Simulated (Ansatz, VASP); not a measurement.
## One calculation of ZrS, two programs

```xyz
2
Lattice="0.0000 2.5814 2.5814 2.5814 0.0000 2.5814 2.5814 2.5814 0.0000" Properties=species:S:1:pos:R:3 pbc="T T T"
Zr    0.0000    0.0000    0.0000
S     2.5814    2.5814    2.5814
```

Alike in both runs: functional PBEsol; k mesh 2 × 2 × 2; occupations gaussian, width 0.1 eV; no spin polarisation.

Ansatz relaxed the structure, and its values are those at the end. VASP's run is a single point on that final structure, the one shown.

```csv
,VASP,Ansatz
version,VASP 6.6.1,Ansatz 0.2.0
potentials or method,"VASP PAW PBE potentials, release 64 (Zr_sv, S)","scalar-relativistic, plane waves, PAW"
plane-wave cutoff (eV),520,420
valence electrons in the cell,18,18
```

Ansatz gave:

* gap on the k mesh at the Fermi level (eV): none
* pressure (GPa): 0.0

Q: Which values does VASP return?

A: gap on the k mesh at the Fermi level (eV): none; pressure (GPa): 0.2.

A gap of «none» marks a metal or a gap that the smearing closes. With one functional, cell and mesh, what is left measures potentials, basis and numerics.

Caveats: the k mesh is coarse (spacing up to 1.05 Å⁻¹), so the values aren't converged; the PAW data sets were made with another functional, which shifts forces and pressure a little (VASP).
